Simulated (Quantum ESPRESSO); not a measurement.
# LiH (Fm-3m) in Quantum ESPRESSO: further runs

Runs on LiH. Level: PBE. Tasks: phonons.

All numbers are computed with Quantum ESPRESSO 7.5; they aren't measurements. Logs are shortened: lines on timing, memory, paths and dates and some standing lists are left out, and cuts for length are marked.

**1. Starting point**

It takes space group Fm-3m (No. 225, cubic). Conventional cell: a = 4.074 Å, b = 4.074 Å, c = 4.074 Å, α = 90.00°, β = 90.00°, γ = 90.00°. Li (site symmetry m-3m) is surrounded by 6 H at 2.04 Å. H (site symmetry m-3m) is surrounded by 6 Li at 2.04 Å.

**2. Phonons, PBE**

pw.in reads:

```
&CONTROL
  calculation = 'scf'
  prefix = 'pwscf'
  outdir = './tmp'
  pseudo_dir = './pseudo'
  tprnfor = .true.
  tstress = .true.
  disk_io = 'low'
/
&SYSTEM
  ibrav = 0
  A = 2.88039947
  nat = 2
  ntyp = 2
  ecutwfc = 70
  nbnd = 7
  occupations = 'smearing'
  smearing = 'fd'
  degauss = 0.00367493
/
&ELECTRONS
  conv_thr = 4d-10
  electron_maxstep = 120
  mixing_beta = 0.5
/
ATOMIC_SPECIES
Li     6.9400 Li_ONCV_PBE-1.2.upf
H      1.0080 H_ONCV_PBE-1.2.upf
CELL_PARAMETERS alat
   0.0000000000    0.7071067820    0.7071067820
   0.7071067820    0.0000000000    0.7071067820
   0.7071067820    0.7071067820    0.0000000000
ATOMIC_POSITIONS alat
Li     0.0000000000    0.0000000000    0.0000000000
H      0.7071067820    0.7071067820    0.7071067820
K_POINTS automatic
6 6 6 1 1 1
```

scf2.in reads:

```
&CONTROL
  calculation = 'scf'
  prefix = 'pwscf'
  outdir = './tmp'
  pseudo_dir = './pseudo'
  tprnfor = .true.
  tstress = .true.
  disk_io = 'low'
/
&SYSTEM
  ibrav = 0
  A = 2.88039947
  nat = 2
  ntyp = 2
  ecutwfc = 70
  nbnd = 7
  occupations = 'fixed'
/
&ELECTRONS
  conv_thr = 1d-13
  electron_maxstep = 120
  mixing_beta = 0.5
  startingpot = 'file'
  startingwfc = 'file'
/
ATOMIC_SPECIES
Li     6.9400 Li_ONCV_PBE-1.2.upf
H      1.0080 H_ONCV_PBE-1.2.upf
CELL_PARAMETERS alat
   0.0000000000    0.7071067820    0.7071067820
   0.7071067820    0.0000000000    0.7071067820
   0.7071067820    0.7071067820    0.0000000000
ATOMIC_POSITIONS alat
Li     0.0000000000    0.0000000000    0.0000000000
H      0.7071067820    0.7071067820    0.7071067820
K_POINTS automatic
6 6 6 1 1 1
```

ph.in reads:

```
phonons of LiH
&INPUTPH
  prefix = 'pwscf'
  outdir = './tmp'
  tr2_ph = 1d-18
  fildyn = 'dyn'
  niter_ph = 90
  alpha_mix(1) = 0.7
  epsil = .true.
/
0.0000000000 0.0000000000 0.0000000000
```

dynmat.in reads:

```
&INPUT
  fildyn = 'dyn'
  asr = 'crystal'
  lperm = .true.
  filout = 'dynmat.disp'
  fileig = 'dynmat.eig'
/
```

dynmat_lo.in reads:

```
&INPUT
  fildyn = 'dyn'
  asr = 'crystal'
  filout = 'dynmat_lo.disp'
  fileig = 'dynmat_lo.eig'
  q(1) = 0
  q(2) = 0
  q(3) = 1
/
```

Potentials or basis: SG15 PBE 1.2.

Run with:

```sh
$ OMP_NUM_THREADS=1 pw.x -in pw.in > pw.out
$ OMP_NUM_THREADS=1 pw.x -in scf2.in > scf2.out
$ OMP_NUM_THREADS=1 ph.x -in ph.in > ph.out
$ OMP_NUM_THREADS=1 dynmat.x -in dynmat.in > dynmat.out
$ OMP_NUM_THREADS=1 dynmat.x -in dynmat_lo.in > dynmat_lo.out
```

pw.out:

```text
This program is part of the open-source Quantum ESPRESSO suite
     for quantum simulation of materials; please cite
         "P. Giannozzi et al., J. Phys.:Condens. Matter 21 395502 (2009);
         "P. Giannozzi et al., J. Phys.:Condens. Matter 29 465901 (2017);
         "P. Giannozzi et al., J. Chem. Phys. 152 154105 (2020);
     in publications or presentations arising from this work. More details at

     Message from routine setup:
     using ibrav=0 with symmetry is DISCOURAGED, use correct ibrav instead

     G-vector sticks info
     --------------------
     sticks:   dense  smooth     PW     G-vecs:    dense   smooth      PW
     Sum         583     583    187                 9185     9185    1639

     Using Slab Decomposition

     bravais-lattice index     =            0
     lattice parameter (alat)  =       5.4432  a.u.
     unit-cell volume          =     114.0354 (a.u.)^3
     number of atoms/cell      =            2
     number of atomic types    =            2
     number of electrons       =         4.00
     number of Kohn-Sham states=            7
     kinetic-energy cutoff     =      70.0000  Ry
     charge density cutoff     =     280.0000  Ry
     scf convergence threshold =      4.0E-10
     mixing beta               =       0.5000
     number of iterations used =            8  plain     mixing
     Exchange-correlation= PBE
                           (   1   4   3   4   0   0   0)

     celldm(1)=   5.443166  celldm(2)=   0.000000  celldm(3)=   0.000000
     celldm(4)=   0.000000  celldm(5)=   0.000000  celldm(6)=   0.000000

     crystal axes: (cart. coord. in units of alat)
               a(1) = (   0.000000   0.707107   0.707107 )
               a(2) = (   0.707107   0.000000   0.707107 )
               a(3) = (   0.707107   0.707107   0.000000 )

     reciprocal axes: (cart. coord. in units 2 pi/alat)
               b(1) = ( -0.707107  0.707107  0.707107 )
               b(2) = (  0.707107 -0.707107  0.707107 )
               b(3) = (  0.707107  0.707107 -0.707107 )

     PseudoPot. # 1 for Li read from file:
     Li_ONCV_PBE-1.2.upf
     Pseudo is Norm-conserving, Zval =  3.0
     Generated using ONCVPSP code by D. R. Hamann
     Using radial grid of  602 points,  4 beta functions with:
                l(1) =   0
                l(2) =   0
                l(3) =   1
                l(4) =   1

     PseudoPot. # 2 for H  read from file:
     H_ONCV_PBE-1.2.upf
     Pseudo is Norm-conserving, Zval =  1.0
     Generated using ONCVPSP code by D. R. Hamann
     Using radial grid of  602 points,  2 beta functions with:
                l(1) =   0
                l(2) =   0

     atomic species   valence    mass     pseudopotential
     Li                3.00     6.94000     Li( 1.00)
     H                 1.00     1.00800     H ( 1.00)

     48 Sym. Ops., with inversion, found

   Cartesian axes

     site n.     atom                  positions (alat units)
         1        Li     tau(   1) = (   0.0000000   0.0000000   0.0000000  )
         2        H      tau(   2) = (   0.7071068   0.7071068   0.7071068  )

     number of k points=    28  Fermi-Dirac smearing, width (Ry)=  0.0037
                       cart. coord. in units 2pi/alat
        k(    1) = (   0.0589256   0.0589256   0.0589256), wk =   0.0185185
        k(    2) = (   0.1767767   0.1767767  -0.0589256), wk =   0.0555556
        k(    3) = (   0.2946278   0.2946278  -0.1767767), wk =   0.0555556
        k(    4) = (  -0.2946278  -0.2946278   0.4124790), wk =   0.0555556
        k(    5) = (  -0.1767767  -0.1767767   0.2946278), wk =   0.0555556
        k(    6) = (  -0.0589256  -0.0589256   0.1767767), wk =   0.0555556
        k(    7) = (   0.2946278   0.0589256   0.0589256), wk =   0.0555556
        k(    8) = (   0.4124790   0.1767767  -0.0589256), wk =   0.1111111
        k(    9) = (  -0.1767767  -0.4124790   0.5303301), wk =   0.1111111
        k(   10) = (  -0.0589256  -0.2946278   0.4124790), wk =   0.1111111
        k(   11) = (   0.0589256  -0.1767767   0.2946278), wk =   0.1111111
        k(   12) = (   0.5303301   0.0589256   0.0589256), wk =   0.0555556
        k(   13) = (  -0.0589256  -0.5303301   0.6481812), wk =   0.1111111
        k(   14) = (   0.0589256  -0.4124790   0.5303301), wk =   0.1111111
        k(   15) = (   0.1767767  -0.2946278   0.4124790), wk =   0.1111111
        k(   16) = (  -0.6481812   0.0589256   0.0589256), wk =   0.0555556
        k(   17) = (  -0.5303301   0.1767767  -0.0589256), wk =   0.1111111
        k(   18) = (  -0.4124790   0.0589256   0.0589256), wk =   0.0555556
        k(   19) = (   0.1767767   0.1767767   0.1767767), wk =   0.0185185
        k(   20) = (   0.2946278   0.2946278   0.0589256), wk =   0.0555556
        k(   21) = (  -0.2946278  -0.2946278   0.6481812), wk =   0.0555556
        k(   22) = (  -0.1767767  -0.1767767   0.5303301), wk =   0.0555556
        k(   23) = (   0.4124790   0.1767767   0.1767767), wk =   0.0555556
        k(   24) = (  -0.1767767  -0.4124790   0.7660323), wk =   0.1111111
        k(   25) = (  -0.0589256  -0.2946278   0.6481812), wk =   0.1111111
        k(   26) = (  -0.7660323   0.1767767   0.1767767), wk =   0.0555556
        k(   27) = (   0.2946278   0.2946278   0.2946278), wk =   0.0185185
        k(   28) = (  -0.2946278  -0.2946278   0.8838835), wk =   0.0555556

     Dense  grid:     9185 G-vectors     FFT dimensions: (  30,  30,  30)

     Initial potential from superposition of free atoms

     starting charge       3.8851, renormalised to       4.0000
     Starting wfcs are random

     Self-consistent Calculation

     iteration #  1     ecut=    70.00 Ry     beta= 0.50
     Davidson diagonalization with overlap
     ethr =  1.00E-02,  avg # of iterations =  6.5

     total energy              =     -15.47293774 Ry
     estimated scf accuracy    <       0.06028328 Ry

     iteration #  2     ecut=    70.00 Ry     beta= 0.50
     Davidson diagonalization with overlap
     ethr =  1.51E-03,  avg # of iterations =  1.0

     total energy              =     -15.47325452 Ry
     estimated scf accuracy    <       0.00597603 Ry

     iteration #  3     ecut=    70.00 Ry     beta= 0.50
     Davidson diagonalization with overlap
     ethr =  1.49E-04,  avg # of iterations =  1.4

     total energy              =     -15.47403932 Ry
     estimated scf accuracy    <       0.00006291 Ry

     iteration #  4     ecut=    70.00 Ry     beta= 0.50
     Davidson diagonalization with overlap
     ethr =  1.57E-06,  avg # of iterations =  3.5

     total energy              =     -15.47404942 Ry
     estimated scf accuracy    <       0.00000260 Ry

     iteration #  5     ecut=    70.00 Ry     beta= 0.50
     Davidson diagonalization with overlap
     ethr =  6.50E-08,  avg # of iterations =  1.0

     total energy              =     -15.47404939 Ry
     estimated scf accuracy    <       0.00000057 Ry

     iteration #  6     ecut=    70.00 Ry     beta= 0.50
     Davidson diagonalization with overlap
     ethr =  1.43E-08,  avg # of iterations =  1.0

     total energy              =     -15.47404944 Ry
     estimated scf accuracy    <          4.7E-09 Ry

     iteration #  7     ecut=    70.00 Ry     beta= 0.50
     Davidson diagonalization with overlap
     ethr =  1.16E-10,  avg # of iterations =  2.0

     total energy              =     -15.47404944 Ry
     estimated scf accuracy    <          7.6E-10 Ry

     iteration #  8     ecut=    70.00 Ry     beta= 0.50
     Davidson diagonalization with overlap
     ethr =  1.89E-11,  avg # of iterations =  1.0

     End of self-consistent calculation

          k = 0.0589 0.0589 0.0589 (  1131 PWs)   bands (ev):

   -43.8826  -4.7189  14.9545  17.0461  17.5564  17.5564  21.8814

          k = 0.1768 0.1768-0.0589 (  1133 PWs)   bands (ev):

   -43.8706  -4.0839  11.6798  13.9050  16.5255  18.1316  21.9517

          k = 0.2946 0.2946-0.1768 (  1128 PWs)   bands (ev):

   -43.8523  -2.7087   6.9499  12.7717  15.6982  16.8979  19.8446

          k =-0.2946-0.2946 0.4125 (  1131 PWs)   bands (ev):

   -43.8459  -1.9762   5.3204  12.6573  15.3905  16.0611  20.4892

          k =-0.1768-0.1768 0.2946 (  1124 PWs)   bands (ev):

   -43.8578  -3.2024   8.3059  13.6254  14.9504  17.2688  21.1017

          k =-0.0589-0.0589 0.1768 (  1130 PWs)   bands (ev):

   -43.8762  -4.3950  13.3518  15.5043  15.7990  18.4048  20.2761

          k = 0.2946 0.0589 0.0589 (  1127 PWs)   bands (ev):

   -43.8652  -3.7348  11.3744  13.5058  14.0262  17.7904  18.5130

          k = 0.4125 0.1768-0.0589 (  1120 PWs)   bands (ev):

   -43.8502  -2.4907   8.2385  10.2823  13.3385  17.1174  19.8490

          k =-0.1768-0.4125 0.5303 (  1128 PWs)   bands (ev):

   -43.8407  -1.2019   5.4605   9.0997  13.2572  16.2967  23.0443

          k =-0.0589-0.2946 0.4125 (  1127 PWs)   bands (ev):

   -43.8461  -2.0274   7.2412   9.0521  14.1784  16.6277  22.6887

          k = 0.0589-0.1768 0.2946 (  1123 PWs)   bands (ev):

   -43.8611  -3.4514   9.9815  12.0741  15.1842  17.7557  21.0931

          k = 0.5303 0.0589 0.0589 (  1119 PWs)   bands (ev):

   -43.8419  -1.3809   6.1983  10.6552  11.6700  15.7594  17.2079

          k =-0.0589-0.5303 0.6482 (  1128 PWs)   bands (ev):

   -43.8356   0.0091   4.3880   8.3605  11.5682  16.7852  18.6286

          k = 0.0589-0.4125 0.5303 (  1126 PWs)   bands (ev):

   -43.8377  -0.6068   5.4694   7.4466  12.7101  16.3956  23.7458

          k = 0.1768-0.2946 0.4125 (  1125 PWs)   bands (ev):

   -43.8460  -2.0021   5.9756  11.1348  14.5005  16.2992  21.4734

          k =-0.6482 0.0589 0.0589 (  1130 PWs)   bands (ev):

   -43.8357   0.0550   3.9883  10.1348  11.1894  15.2880  17.1490

          k =-0.5303 0.1768-0.0589 (  1121 PWs)   bands (ev):

   -43.8409  -1.2402   6.2045   8.9658  12.1240  16.8681  19.0077

          k =-0.4125 0.0589 0.0589 (  1122 PWs)   bands (ev):

   -43.8526  -2.7241   8.8994  11.7493  12.6236  16.6611  17.5243

          k = 0.1768 0.1768 0.1768 (  1122 PWs)   bands (ev):

   -43.8659  -3.7919   9.8788  15.0142  16.6341  16.6341  22.0062

          k = 0.2946 0.2946 0.0589 (  1125 PWs)   bands (ev):

   -43.8541  -2.8797   8.5253  10.5389  15.8817  16.7544  21.4157

          k =-0.2946-0.2946 0.6482 (  1129 PWs)   bands (ev):

   -43.8415  -1.3630   6.1941   8.2547  14.0822  15.7608  24.0672

          k =-0.1768-0.1768 0.5303 (  1121 PWs)   bands (ev):

   -43.8408  -1.2209   5.7729   9.1493  12.6390  16.1825  21.3866

          k = 0.4125 0.1768 0.1768 (  1125 PWs)   bands (ev):

   -43.8486  -2.3213   6.9718  11.3259  13.5795  16.5160  21.9073

          k =-0.1768-0.4125 0.7660 (  1127 PWs)   bands (ev):

   -43.8393  -0.9705   6.1629   7.5485  12.6290  16.9796  22.4602

          k =-0.0589-0.2946 0.6482 (  1133 PWs)   bands (ev):

   -43.8355  -0.0392   5.2191   6.6512  11.9401  17.2680  22.1095

          k =-0.7660 0.1768 0.1768 (  1133 PWs)   bands (ev):

   -43.8363  -0.2341   4.7376   7.9699  12.1633  16.1016  21.0872

          k = 0.2946 0.2946 0.2946 (  1143 PWs)   bands (ev):

   -43.8492  -2.3874   5.8607  13.8251  16.4433  16.4433  19.4347

          k =-0.2946-0.2946 0.8839 (  1128 PWs)   bands (ev):

   -43.8431  -1.5908   5.4268  10.3501  14.5327  15.7259  22.2110

     the Fermi energy is     1.9431 ev

!    total energy              =     -15.47404944 Ry
     estimated scf accuracy    <          7.2E-11 Ry
     smearing contrib. (-TS)   =       0.00000000 Ry
     internal energy E=F+TS    =     -15.47404944 Ry

     The total energy is F=E-TS. E is the sum of the following terms:
     one-electron contribution =      -7.76378346 Ry
     hartree contribution      =       3.11048557 Ry
     xc contribution           =      -4.01529773 Ry
     ewald contribution        =      -6.80545381 Ry

     convergence has been achieved in   8 iterations

     Forces acting on atoms (cartesian axes, Ry/au):

     atom    1 type  1   force =     0.00000000    0.00000000   -0.00000000
     atom    2 type  2   force =     0.00000000   -0.00000000    0.00000000

     Total force =     0.000000     Total SCF correction =     0.000000

     Computing stress (Cartesian axis) and pressure

          total   stress  (Ry/bohr**3)                   (kbar)     P=      -17.26
  -0.00011732  -0.00000000  -0.00000000          -17.26       -0.00       -0.00
  -0.00000000  -0.00011732  -0.00000000           -0.00      -17.26       -0.00
  -0.00000000  -0.00000000  -0.00011732           -0.00       -0.00      -17.26

=------------------------------------------------------------------------------=
   JOB DONE.
=------------------------------------------------------------------------------=
```

Run time: 13 s. Hardware: 1 thread of Intel Xeon 6975P-C (Granite Rapids), shared host; peak memory 0.05 GiB.

What came out:

- Free energy: -210.5352 eV
- Pressure after relaxing: -1.7 GPa
- Electronic dielectric tensor (diagonal): 4.14
- Born charges (mean of the diagonal): Li +1.02; H -1.00 e
- Highest phonon frequency at Γ, LO-TO splitting left out: 539 cm⁻¹
- Static dielectric tensor (diagonal): 15.76

Phonon frequencies in cm⁻¹ (negative: imaginary):
```csv
q point,frequencies
"(0.000, 0.000, 0.000)",-4 -4 -4 539 539 539
```

Electronic dielectric tensor:
```
4.14 0.00 0.00
0.00 4.14 0.00
0.00 0.00 4.14
```

Born effective charge tensors (e):
atom 1, Li
```
1.02 0.00 0.00
0.00 1.02 0.00
0.00 0.00 1.02
```
atom 2, H
```
-1.00  0.00  0.00
 0.00 -1.00  0.00
 0.00  0.00 -1.00
```

Optical modes at Γ, degenerate ones joined, polar ones without the macroscopic field:
```csv
cm⁻¹,components,symmetry,active in,"IR intensity, summed ((D/Å)²/amu)"
539,3,T1u,IR,80.33
```

Zone-centre frequencies without and with the macroscopic field along z (cm⁻¹):
```csv
,optical modes in rising order
without,539 539 539
with the field,539 539 1053
```

Static dielectric tensor, electrons and zone-centre modes:
```
15.76  0.00  0.00
 0.00 15.76  0.00
 0.00  0.00 15.76
```

(Part 1 of 3 ends here.)
